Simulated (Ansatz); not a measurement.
Input:

CaF₂:
```
CELL_PARAMETERS angstrom
      0.00000     2.75555     2.75555
      2.75555     0.00000     2.75555
      2.75555     2.75555     0.00000
ATOMIC_POSITIONS crystal
  Ca 0.00000 0.00000 0.00000
  F  0.75000 0.75000 0.75000
  F  0.25000 0.25000 0.25000
```

This is the PBE-relaxed structure.

### Question
All from DFT-PBE in the program Ansatz with PAW potentials, unless another level is named. Estimate the smallest direct gap on the standard path.

### Answer
7.39 eV.

### Question
What about the hole effective mass?

### Answer
0.82, 7.6, 7.6 mₑ (principal values).

### Question
What about the electron effective mass?

### Answer
0.55 mₑ (isotropic).

### Question
And the conduction-band minimum?

### Answer
at Γ.

### Question
Give the valence-band maximum.

### Answer
at X.

Space group Fm-3m (fluorite). Symmetry was held in the PBE relaxation.

Potentials: the later of the program's two PAW sets.
